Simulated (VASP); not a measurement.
# KI (Fm-3m) in VASP: notebook, part 2 of 2

VASP 6.6.1.

## Step 4: Single point, RPBE

INCAR

```
PREC = Accurate ; ENCUT = 520
EDIFF = 1E-6 ; ISMEAR = 0
SIGMA = 0.01 ; LREAL = False
LASPH = True ; NELM = 100
ALGO = Normal ; ISIF = 2
LWAVE = False ; LCHARG = False
GGA = RP ; NBANDS = 15
```

KPOINTS

```
Automatic mesh
0
Gamma
  4 4 4
```

POSCAR

```
KI
1.0
    0.0000000000      3.5327750000      3.5327750000
    3.5327750000      0.0000000000      3.5327750000
    3.5327750000      3.5327750000      0.0000000000
K I
1 1
Direct
    0.0000000000      0.0000000000      0.0000000000
    0.5000000000      0.5000000000      0.5000000000
```

Potentials or basis: VASP PAW PBE potentials, release 64 (K_sv, I).

On the command line:

```sh
> cat potpaw_PBE.64/K_sv/POTCAR potpaw_PBE.64/I/POTCAR > POTCAR
> mpirun -np 1 vasp_std > vasp.out
```

OUTCAR:

```text
PREC = Accurate
   ENCUT = 520
   EDIFF = 1E-6
   ISMEAR = 0
   LREAL = False
   LASPH = True
   NELM = 100
   ISIF = 2
   GGA = RP

 ion  position               nearest neighbor table
   1  0.000  0.000  0.000-   2 3.53   2 3.53   2 3.53   2 3.53   2 3.53   2 3.53
   2  0.500  0.500  0.500-   1 3.53   1 3.53   1 3.53   1 3.53   1 3.53   1 3.53

  LATTYP: Found a face centered cubic cell.
 ALAT       =     7.0655500000

  Lattice vectors:

 A1 = (   0.0000000000,   3.5327750000,   3.5327750000)
 A2 = (   3.5327750000,   0.0000000000,   3.5327750000)
 A3 = (   3.5327750000,   3.5327750000,   0.0000000000)

Analysis of symmetry for initial positions (statically):
=====================================================================
 Subroutine PRICEL returns:
 Original cell was already a primitive cell.

 Routine SETGRP: Setting up the symmetry group for a
 face centered cubic supercell.

 Subroutine GETGRP returns: Found 48 space group operations
 (whereof 48 operations were pure point group operations)
 out of a pool of 48 trial point group operations.

The static configuration has the point symmetry O_h .

Analysis of symmetry for dynamics (positions and initial velocities):
=====================================================================
 Subroutine PRICEL returns:
 Original cell was already a primitive cell.

 Routine SETGRP: Setting up the symmetry group for a
 face centered cubic supercell.

 Subroutine GETGRP returns: Found 48 space group operations
 (whereof 48 operations were pure point group operations)
 out of a pool of 48 trial point group operations.

The dynamic configuration has the point symmetry O_h .

 Subroutine INISYM returns: Found 48 space group operations
 (whereof 48 operations are pure point group operations),
 and found     1 'primitive' translations

----------------------------------------------------------------------------------------

                                     Primitive cell

  volume of cell :      88.1816

  direct lattice vectors                    reciprocal lattice vectors
[... 103 lines left out ...]
  energy-cutoff  :      520.00
  volume of cell :       88.18
 maximum number of plane-waves:      2421
 NGX is ok and might be reduce to    40
   NGX = 19   NGY = 19   NGZ = 19

 number of electron      15.9999999 magnetization

 Free energy of the ion-electron system (eV)
  ---------------------------------------------------
  ext. energy  EPLUGINS =         0.00000000
  ---------------------------------------------------
  free energy    TOTEN  =        -5.19997660 eV

  energy without entropy =       -5.19997660  energy(sigma->0) =       -5.19997660

 E-fermi :  -0.1488     XC(G=0):  -6.8683

 val. band max:       -0.2947533411   @ k =   0.0000   0.0000   0.0000
 cond. band min:       3.9807446267   @ k =   0.0000   0.0000   0.0000
 fundamental gap:      4.2754979679
 Fermi energy:        -0.1488382262

 k-point     1 :       0.0000    0.0000    0.0000
  band No.  band energies     occupation
      1     -28.9087      2.00000
      2     -12.3500      2.00000
      3     -12.3500      2.00000
      4     -12.3500      2.00000
      5     -10.7475      2.00000
      6      -0.2948      2.00000
      7      -0.2948      2.00000
      8      -0.2948      2.00000
      9       3.9807      0.00000
     10       6.3738      0.00000
     11       6.3738      0.00000
     12       6.3738      0.00000
     13       7.0335      0.00000
     14       7.0335      0.00000
[... 113 lines left out ...]
      2     -12.3956      2.00000
      3     -12.3796      2.00000
      4     -12.3796      2.00000
      5     -10.5534      2.00000
      6      -0.9897      2.00000
      7      -0.9897      2.00000
      8      -0.8681      2.00000
      9       6.3845      0.00000
     10       6.3845      0.00000
     11       6.5405      0.00000
     12       8.0943      0.00000
     13       8.6508      0.00000
     14       9.4652      0.00000
     15       9.8308      0.00000

------------------------ aborting loop because EDIFF is reached ----------------------------------------

  FORCE on cell =-STRESS in cart. coord.  units (eV):
  Direction    XX          YY          ZZ          XY          YZ          ZX
  --------------------------------------------------------------------------------------
  -------------------------------------------------------------------------------------
  Total        0.9734060      0.9734060      0.9734060     -0.0000000     -0.0000000      0.0000000
  in kB       17.6858794     17.6858794     17.6858794     -0.0000000     -0.0000000      0.0000000
  external PRESSURE =      17.6858794 kB  Pullay stress =       0.0000000 kB

 VOLUME and BASIS-vectors are now :
 -----------------------------------------------------------------------------
  energy-cutoff  :      520.00
  volume of cell :       88.18
      direct lattice vectors                 reciprocal lattice vectors
     0.000000000  3.532775000  3.532775000    -0.141531799  0.141531799  0.141531799
     3.532775000  0.000000000  3.532775000     0.141531799 -0.141531799  0.141531799
     3.532775000  3.532775000  0.000000000     0.141531799  0.141531799 -0.141531799

 POSITION                                       TOTAL-FORCE (eV/Angst)
 -----------------------------------------------------------------------------------
      0.00000      0.00000      0.00000         0.000000      0.000000      0.000000
      3.53277      3.53277      3.53277        -0.000000     -0.000000     -0.000000
 -----------------------------------------------------------------------------------
    total drift:                                0.000000     -0.000000     -0.000000

  FREE ENERGIE OF THE ION-ELECTRON SYSTEM (eV)
  ---------------------------------------------------
  free  energy   TOTEN  =        -5.1999765961 eV

  energy  without entropy=       -5.1999765961  energy(sigma->0) =       -5.19997660
```

stdout:

```text
POSCAR found type information on POSCAR K I
 POSCAR found :  2 types and       2 ions
 scaLAPACK will be used
 -----------------------------------------------------------------------------
|                                                                             |
|                                                                             |
|     You enforced a specific xc type in the INCAR file but a different       |
|     I HOPE YOU KNOW WHAT YOU ARE DOING!                                     |
|                                                                             |
 -----------------------------------------------------------------------------

 LDA part: xc-table for (Slater+PW92), standard interpolation
 POSCAR, INCAR and KPOINTS ok, starting setup
 FFT: planning ... GRIDC
 FFT: planning ... GRID_SOFT
 FFT: planning ... GRID
 WAVECAR not read
 entering main loop
```

It took 15 s on 1 thread of Intel Xeon Platinum 8488C (Sapphire Rapids), shared host; peak memory 0.23 GiB.

Results:

| Item | Value |
| --- | --- |
| Free energy | -5.2000 eV |
| Pressure | 1.8 GPa |
| Band gap on the k mesh | 4.28 eV, direct |

Caveat: the PAW data sets were made with another functional, which shifts forces and pressure a little; spin-orbit coupling is left out, which moves the levels of the heavy elements.

## Step 5: Overview

| level | gap on the mesh (eV) | pressure (GPa) |
| --- | --- | --- |
| revPBE | 4.23 | 1.6 |
| PBEsol | 3.81 | -0.2 |
| RPBE | 4.28 | 1.8 |

Alike in all rows: task single point; potentials or basis VASP PAW PBE potentials, release 64 (K_sv, I); no spin polarisation; cell as given; k mesh 4 × 4 × 4; cutoff (eV) 520; smearing gaussian 0.01 eV.

On the cell as given the gap runs from 3.81 eV (PBEsol) to 4.28 eV (RPBE). The pressure there spans -0.2 GPa (PBEsol) to 1.8 GPa (RPBE); a positive pressure means that this level wants a larger cell, a negative one a smaller.

Caveats: the PAW data sets were made with another functional, which shifts forces and pressure a little; spin-orbit coupling is left out, which moves the levels of the heavy elements.

Absolute energies hang on the potentials; compare differences alone.

## Step 6: How close it comes

Step 2. Against the measured gap of KI, 6.32 eV (a printed reference work, monograph), the calculated 4.23 eV is off by -2.09 eV. Spin-orbit coupling on I is left out. The value is that of revPBE, without temperature or zero-point motion. Semilocal functionals fall short of measured gaps as a rule.

Step 3. Measured gap of KI: 6.32 eV (a printed reference work, monograph). This calculation gives 3.81 eV (-2.51 eV). Spin-orbit coupling on I is left out. The value is that of PBEsol, without temperature or zero-point motion. Semilocal functionals fall short of measured gaps as a rule.

Step 4. Against the measured gap of KI, 6.32 eV (a printed reference work, monograph), the calculated 4.28 eV is off by -2.04 eV. Spin-orbit coupling on I is left out. The value is that of RPBE, without temperature or zero-point motion. Semilocal functionals fall short of measured gaps as a rule.
